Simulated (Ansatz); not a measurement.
## What a trial cell of GePt relaxes into

Theory: DFT PBE, scalar-relativistic, plane waves, PAW (Ansatz 0.2.0). Cutoff 420 eV, Γ-centred k mesh, Gaussian smearing, no spin polarisation in the final step.

GePt was placed on the CuPt (L1_1) structure type (R-3m, No. 166), with Ge in place of Cu, at a guessed volume.

```
Ge Pt
1.0
     1.42356    0.82189    4.53431
    -1.42356    0.82189    4.53431
     0.00000   -1.64379    4.53431
Ge Pt
1 1
Direct
  0.00000 0.00000 0.00000
  0.50000 0.50000 0.50000
```

Cell and atoms relax at zero pressure; the relaxation can't lower the symmetry of the start.

Energies over the elements count from the elements' standard structures at the same level, with no empirical corrections.

(1) Which crystal results?

(2) What are its volume, energy, density and gap?

Results:

(1) It keeps R-3m (No. 166). The result has the CuPt (L1_1) structure. Conventional cell: a = 3.051 Å, c = 12.085 Å. Ge is coordinated by 6 Pt at 2.68 Å and 6 Ge at 3.05 Å; Pt is coordinated by 6 Ge at 2.68 Å and 6 Pt at 3.05 Å.

Space group R-3m:H (No. 166). a = 3.051 Å, b = 3.051 Å, c = 12.085 Å, α = 90.00°, β = 90.00°, γ = 120.00°
| atom | site | symmetry | x | y | z |
| --- | --- | --- | --- | --- | --- |
| Ge | 3a | -3m | 0.0000 | 0.0000 | 0.0000 |
| Pt | 3b | -3m | 0.6667 | 0.3333 | 0.8333 |

(2) The volume per atom is 16.24 Å³. The density is 13.69 g/cm³ and the energy over the elements is -0.17 eV/atom. The gap on the 18×18×18 mesh is 0 eV (a metal).

The final run used a 18×18×18 mesh on its 2-atom cell and 0.10 eV smearing. The k mesh leaves about 4 meV/atom of noise in metals. Spin–orbit coupling is left out. Symmetry constrained the relaxation, so the result can be a saddle point.